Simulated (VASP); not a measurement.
# BaHfO3 (Pm-3m) in VASP: Born charges and dielectric tensor with LDA

Aim: the Born charges and dielectric tensor of BaHfO3 with LDA.

All numbers are computed with VASP 6.6.1; they aren't measurements. Logs are shortened: lines on timing, memory, paths and dates and some standing lists are left out, and cuts for length are marked.

**1. The crystal as given**

Symmetry: Pm-3m, No. 221, cubic system. Conventional cell: a = 4.121 Å, b = 4.121 Å, c = 4.121 Å, α = 90.00°, β = 90.00°, γ = 90.00°. Around Ba (site symmetry m-3m) lie 12 O at 2.91 Å. Hf (site symmetry m-3m) has 6 O at 2.06 Å as nearest neighbours. O (site symmetry 4/mmm) has 2 Hf at 2.06 Å as nearest neighbours.

The cell comes from a database or a generator and needn't be the stable form of this composition.

**2. Born charges and dielectric tensor, LDA**

File INCAR:

```
PREC = Accurate
ENCUT = 600
EDIFF = 1E-8
ISMEAR = 0
SIGMA = 0.02
LREAL = F
LASPH = T
NELM = 100
ALGO = Fast
ISIF = 2
LWAVE = F
LCHARG = F
LEPSILON = T
IBRION = 8
NSW = 1
```

File KPOINTS:

```
Automatic mesh
0
Gamma
  8 8 8
```

File POSCAR:

```
BaHfO3
1.0
    4.1212200000      0.0000000000      0.0000000000
    0.0000000000      4.1212200000      0.0000000000
    0.0000000000      0.0000000000      4.1212200000
Ba Hf O
1 1 3
Direct
    0.5000000000      0.5000000000      0.5000000000
    0.0000000000      0.0000000000      0.0000000000
    0.0000000000      0.5000000000      0.0000000000
    0.5000000000      0.0000000000      0.0000000000
    0.0000000000      0.0000000000      0.5000000000
```

Potentials or basis: VASP PAW LDA potentials, release 64 (Ba_sv, Hf_pv, O).

Run with:

```console
$ cat potpaw_LDA.64/Ba_sv/POTCAR potpaw_LDA.64/Hf_pv/POTCAR potpaw_LDA.64/O/POTCAR > POTCAR
$ mpirun -np 1 vasp_std > vasp.out
```

OUTCAR:

```text
PREC = Accurate
   ENCUT = 600
   EDIFF = 1E-8
   ISMEAR = 0
   LREAL = F
   LASPH = T
   NELM = 100
   ISIF = 2
   LEPSILON = T
   IBRION = 8
   NSW = 1

 ion  position               nearest neighbor table
   1  0.500  0.500  0.500-   3 2.91   4 2.91   5 2.91   3 2.91   4 2.91   4 2.91   5 2.91   4 2.91
                             3 2.91   5 2.91   3 2.91   5 2.91   2 3.57   2 3.57   2 3.57   2 3.57
   2  0.000  0.000  0.000-   3 2.06   4 2.06   5 2.06   5 2.06   3 2.06   4 2.06   1 3.57   1 3.57
                             1 3.57   1 3.57   1 3.57   1 3.57   1 3.57   1 3.57
   3  0.000  0.500  0.000-   2 2.06   2 2.06   1 2.91   1 2.91   1 2.91   1 2.91
   4  0.500  0.000  0.000-   2 2.06   2 2.06   1 2.91   1 2.91   1 2.91   1 2.91
   5  0.000  0.000  0.500-   2 2.06   2 2.06   1 2.91   1 2.91   1 2.91   1 2.91

  LATTYP: Found a simple cubic cell.
 ALAT       =     4.1212200000

  Lattice vectors:

 A1 = (   4.1212200000,   0.0000000000,   0.0000000000)
 A2 = (   0.0000000000,   4.1212200000,   0.0000000000)
 A3 = (   0.0000000000,   0.0000000000,   4.1212200000)

Analysis of symmetry for initial positions (statically):
=====================================================================
 Subroutine PRICEL returns:
 Original cell was already a primitive cell.

 Routine SETGRP: Setting up the symmetry group for a
 simple cubic supercell.

 Subroutine GETGRP returns: Found 48 space group operations
 (whereof 48 operations were pure point group operations)
 out of a pool of 48 trial point group operations.

The static configuration has the point symmetry O_h .

[... 936 lines left out ...]
  x     0.00000     0.00000     0.00000     0.00000     0.00000     0.00000
  y     0.00000     0.00000     0.00000     0.00000     0.00000     0.00000
  z     0.00000     0.00000     0.00000     0.00000     0.00000     0.00000

 SECOND DERIVATIVES (NOT SYMMETRIZED)
 ------------------------------------
               1X          1Y          1Z          2X          2Y          2Z          3X          3Y          3Z          4X          4Y          4Z          5X          5Y          5Z
  1X    -4.504126   -0.000000    0.000000    3.831108    0.000000    0.000000   -0.257442    0.000000   -0.000000    1.187902   -0.000000    0.000000   -0.257442    0.000000    0.000000
  1Y    -0.000000   -4.504126    0.000000    0.000000    3.831108   -0.000000   -0.000000    1.187902    0.000000    0.000000   -0.257442   -0.000000    0.000000   -0.257442   -0.000000
  1Z     0.000000    0.000000   -4.504126    0.000000    0.000000    3.831108    0.000000   -0.000000   -0.257442   -0.000000   -0.000000   -0.257442    0.000000    0.000000    1.187902
  2X     3.829536   -0.000000    0.000000  -11.383407    0.000000    0.000000    0.364684    0.000000    0.000000    6.824504    0.000000   -0.000000    0.364684    0.000000   -0.000000
  2Y    -0.000000    3.829536    0.000000    0.000000  -11.383407    0.000000   -0.000000    6.824504   -0.000000    0.000000    0.364684    0.000000    0.000000    0.364684   -0.000000
  2Z    -0.000000    0.000000    3.829536    0.000000    0.000000  -11.383407   -0.000000    0.000000    0.364684   -0.000000   -0.000000    0.364684    0.000000   -0.000000    6.824504
  3X    -0.261957    0.000000    0.000000    0.353093    0.000000    0.000000   -3.105171    0.000000    0.000000    3.587766    0.000000    0.000000   -0.573730    0.000000    0.000000
  3Y    -0.000000    1.177021    0.000000   -0.000000    6.813264    0.000000   -0.000000  -15.162131    0.000000   -0.000000    3.585923    0.000000    0.000000    3.585923    0.000000
  3Z     0.000000    0.000000   -0.261957    0.000000    0.000000    0.353093    0.000000    0.000000   -3.105171    0.000000    0.000000   -0.573730    0.000000    0.000000    3.587766
  4X     1.177021   -0.000000    0.000000    6.813264   -0.000000    0.000000    3.585923   -0.000000    0.000000  -15.162131    0.000000    0.000000    3.585923    0.000000    0.000000
  4Y     0.000000   -0.261957    0.000000    0.000000    0.353093    0.000000    0.000000    3.587766    0.000000    0.000000   -3.105171    0.000000    0.000000   -0.573730    0.000000
  4Z     0.000000    0.000000   -0.261957    0.000000    0.000000    0.353093    0.000000    0.000000   -0.573730    0.000000    0.000000   -3.105171    0.000000    0.000000    3.587766
  5X    -0.261957    0.000000    0.000000    0.353093    0.000000    0.000000   -0.573730    0.000000    0.000000    3.587766    0.000000    0.000000   -3.105171    0.000000    0.000000
  5Y     0.000000   -0.261957    0.000000    0.000000    0.353093    0.000000    0.000000    3.587766    0.000000    0.000000   -0.573730    0.000000    0.000000   -3.105171    0.000000
  5Z     0.000000    0.000000    1.177021    0.000000    0.000000    6.813264    0.000000    0.000000    3.585923    0.000000    0.000000    3.585923    0.000000    0.000000  -15.162131

 Eigenvectors and eigenvalues of the dynamical matrix
 ----------------------------------------------------

   1 f  =   16.257183 THz   102.146892 2PiTHz  542.281248 cm-1    67.234275 meV
             X         Y         Z           dx          dy          dz
      2.060610  2.060610  2.060610    -0.022349    0.000119   -0.000000
      0.000000  0.000000  0.000000    -0.113003    0.000604   -0.000000
      0.000000  2.060610  0.000000    -0.244432   -0.004979    0.000000
      2.060610  0.000000  0.000000     0.931240    0.001307   -0.000000
      0.000000  0.000000  2.060610    -0.244432    0.001307   -0.000000
[... 105 lines left out ...]
  15 f/i=    0.009569 THz     0.060121 2PiTHz    0.319171 cm-1     0.039572 meV
             X         Y         Z           dx          dy          dz
      2.060610  2.060610  2.060610    -0.075977   -0.608082    0.021497
      0.000000  0.000000  0.000000    -0.086807   -0.694761    0.024561
      0.000000  2.060610  0.000000    -0.026123   -0.208657    0.007391
      2.060610  0.000000  0.000000    -0.026071   -0.209075    0.007391
      0.000000  0.000000  2.060610    -0.026123   -0.209075    0.007376

--------------------------------------------------------------------------------------------------------

 MACROSCOPIC STATIC DIELECTRIC TENSOR IONIC CONTRIBUTION
 ------------------------------------------------------
          31.709091     0.000000     0.000000
           0.000000    31.709091    -0.000000
           0.000000    -0.000000    31.709091
 ------------------------------------------------------

 ELASTIC MODULI CONTR FROM IONIC RELAXATION (kBar)
 Direction    XX          YY          ZZ          XY          YZ          ZX
 --------------------------------------------------------------------------------
 XX           0.0000      0.0000      0.0000      0.0000      0.0000      0.0000
 YY           0.0000      0.0000      0.0000      0.0000      0.0000      0.0000
 ZZ           0.0000      0.0000      0.0000      0.0000      0.0000      0.0000
 XY           0.0000      0.0000      0.0000      0.0000      0.0000      0.0000
 YZ           0.0000      0.0000      0.0000      0.0000      0.0000      0.0000
 ZX           0.0000      0.0000      0.0000      0.0000      0.0000      0.0000
 --------------------------------------------------------------------------------

 PIEZOELECTRIC TENSOR IONIC CONTR  for field in x, y, z        (C/m^2)
          XX          YY          ZZ          XY          YZ          ZX
  --------------------------------------------------------------------------------
  x     0.00000     0.00000     0.00000     0.00000     0.00000     0.00000
  y     0.00000     0.00000     0.00000     0.00000     0.00000     0.00000
  z     0.00000     0.00000     0.00000     0.00000     0.00000     0.00000
```

OSZICAR:

```text
N       E                     dE             d eps       ncg     rms          rms(c)
DAV:   1     0.254398019435E+03    0.25440E+03   -0.22876E+04  1610   0.179E+03
DAV:   2    -0.406882590023E+02   -0.29509E+03   -0.28856E+03  2202   0.374E+02
[... 13 lines left out ...]
RMM:  14    -0.371276434948E+00   -0.43660E-08   -0.60703E-07  7209   0.533E-04    0.190E-06
RMM:  15    -0.371276438492E+00   -0.35439E-08    0.18457E-07  7239   0.533E-04    0.334E-06
RMM:  16    -0.371276434647E+00    0.38451E-08   -0.82724E-07  7342   0.532E-04    0.204E-06
RMM:  17    -0.371276430907E+00    0.37404E-08    0.18568E-07  7463   0.532E-04    0.322E-06
RMM:  18    -0.371276434879E+00   -0.39721E-08   -0.74133E-07  7511   0.532E-04    0.253E-06
RMM:  19    -0.371276433310E+00    0.15692E-08    0.32195E-08  7598   0.532E-04    0.330E-06
 Linear response finished
```

stdout:

```text
POSCAR found type information on POSCAR BaHfO
 POSCAR found :  3 types and       5 ions
 scaLAPACK will be used
 LDA part: xc-table for (Slater(with rela. corr.)+CA(PZ))
 , standard interpolation
 POSCAR, INCAR and KPOINTS ok, starting setup
 FFT: planning ... GRIDC
 FFT: planning ... GRID_SOFT
 FFT: planning ... GRID
 WAVECAR not read
[... 36 lines left out ...]
 force on displaced ion       2 direction 1 : -11.383   0.000   0.000
 Born effective charge ion    2 direction 1 :   5.857   0.000   0.000
 Linear response progress:
 first order change of Fermi-energy  -0.52183E-05
 force on displaced ion       3 direction 1 :  -3.105   0.000   0.000
 Born effective charge ion    3 direction 1 :  -2.030   0.000   0.000
 Linear response progress:
 first order change of Fermi-energy  -0.29112E-02
 force on displaced ion       3 direction 2 :  -0.000 -15.162   0.000
 Born effective charge ion    3 direction 2 :   0.000  -4.547   0.000
 Born effective charges drift removed
 Linear response finished
```

Run time: 26 min. Hardware: 1 thread of Intel Xeon 6975P-C (Granite Rapids), shared host; peak memory 0.77 GiB.

What came out:

```yaml
Band_gap_on_the_k_mesh: 3.48 eV, indirect (least direct gap 3.64 eV)
Electronic_dielectric_tensor_diagonal: 4.74
Born_charges_mean_of_the_diagonal: Ba +2.75; Hf +5.86; O -2.87 e
Highest_phonon_frequency_at_Γ_LO-TO_splitting_left_out: 542 cm⁻¹
```

Phonon frequencies in cm⁻¹ (negative: imaginary):
| q point | frequencies |
| --- | --- |
| (0.000, 0.000, 0.000) | 0 0 0 116 116 116 197 197 197 207 207 207 542 542 542 |

Electronic dielectric tensor:
```
4.74 0.00 0.00
0.00 4.74 0.00
0.00 0.00 4.74
```

Born effective charge tensors (e):
atom 1, Ba
```
2.75 0.00 0.00
0.00 2.75 0.00
0.00 0.00 2.75
```
atom 2, Hf
```
5.86 0.00 0.00
0.00 5.86 0.00
0.00 0.00 5.86
```
atom 3, O
```
-2.03  0.00  0.00
 0.00 -4.55  0.00
 0.00  0.00 -2.03
```
atom 4, O
```
-4.55  0.00  0.00
 0.00 -2.03  0.00
 0.00  0.00 -2.03
```
atom 5, O
```
-2.03  0.00  0.00
 0.00 -2.03  0.00
 0.00  0.00 -4.55
```

Caveat: spin-orbit coupling is left out, which moves the levels of the heavy elements.
